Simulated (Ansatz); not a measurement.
# AlCo3: a faulty run and its cure

Intended: AlCo3, PBEsol, plane waves and PAW in Ansatz. The input:

```yaml
crystal:
  lattice:
    - [3.574948, 0.0, 0.0]
    - [0.0, 3.574948, 0.0]
    - [0.0, 0.0, 3.574948]
  atoms:
    - { symbol: Al, position: [0.0, 0.0, 0.0] }
    - { symbol: Co, position: [0.5, 0.5, 0.0], spin: 1.48 }
    - { symbol: Co, position: [0.5, 0.0, 0.5], spin: 1.48 }
    - { symbol: Co, position: [0.0, 0.5, 0.5], spin: 1.48 }
basis:
  ecutwfc: 420
kpoints:
  mp_grid: { grid: [12, 12, 12] }
hamiltonian:
  xc: pbesol
scf:
  occupations: { method: fixed }
output:
  forces: true
  stress: true
  eigenvalues: true
  populations: true
magnetization:
  spin_polarized: true
```

Command:

```bash
ansatz run input.yaml --threads 1 --pin off --max-ram 2560MiB --backend cpu --events-out ev --progress --plain --runs-dir out
```

From the log:

```text
Error: inconsistent input (scf.occupations.method, magnetization): a σ = 0 step fill (method: fixed, or a smearing width below the step floor) with no hard lock on the total moment puts the same N_el/2 bands in each spin channel, which gives a total moment of zero, but the starting moments sum to +4.4400 μB …
```

Question: What is the cause?
A. Two atoms' positions swapped
B. Cartesian positions typed as fractional ones
C. A smearing wider than the gap allows
D. No empty bands beside a smearing
E. Fixed occupations on a metal

Answer: E. Without a lock, fixed occupations put as many bands into one spin channel as into the other, which a net moment or an odd electron count rules out, and in a metal no fixed count holds at every k-point. The cure is a smearing.

Fix (which also takes the starting moments of the reference run):

```diff
 crystal:
   atoms:
-    - { symbol: Co, position: [0.5, 0.5, 0.0], spin: 1.48 }
-    - { symbol: Co, position: [0.5, 0.0, 0.5], spin: 1.48 }
-    - { symbol: Co, position: [0.0, 0.5, 0.5], spin: 1.48 }
+    - { symbol: Co, position: [0.5, 0.5, 0.0], spin: 1.46 }
+    - { symbol: Co, position: [0.5, 0.0, 0.5], spin: 1.46 }
+    - { symbol: Co, position: [0.0, 0.5, 0.5], spin: 1.46 }
 scf:
-  occupations: { method: fixed }
+  occupations: { method: gaussian, width: 0.1 }
```

Result of the mended run: no gap, site moments (μB) Al -0.06, Co +1.35 (×3).

The mended run took 12 s on 1 thread of Intel(R) Xeon(R) 6975P-C (Granite Rapids), on a shared host, peak memory 0.55 GiB.